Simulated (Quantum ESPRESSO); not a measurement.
## SnTe and the effect of spin-orbit coupling

It takes space group Fm-3m (No. 225, cubic). Conventional cell: a = 6.302 Å, b = 6.302 Å, c = 6.302 Å, α = 90.00°, β = 90.00°, γ = 90.00°. Te (site symmetry m-3m) has 6 Sn at 3.15 Å as nearest neighbours. Around Sn (site symmetry m-3m) lie 6 Te at 3.15 Å.

Kept alike: task band structure; functional PBEsol; k mesh 7 × 7 × 7; occupations fermi-dirac, width 0.05 eV. Program: Quantum ESPRESSO, potentials by row: PseudoDojo 0.4.1 SR PBE standard (off on files made for PBE); PseudoDojo 0.4 FR PBE standard (on on files made for PBE), cutoff 1088 eV. The mesh is that of the run's cell of 2 atoms.

```csv
spin-orbit coupling,band gap (eV)
off,0.141
on,0.294
```

Gaps are the smaller of the mesh's and the band path's. All rows use potentials made for PBE.

What does spin-orbit coupling change here?

The band gap runs from 0.141 (off) to 0.294 eV (on). Spin-orbit coupling splits p and d bands at the edges, and the more so the heavier the atoms.
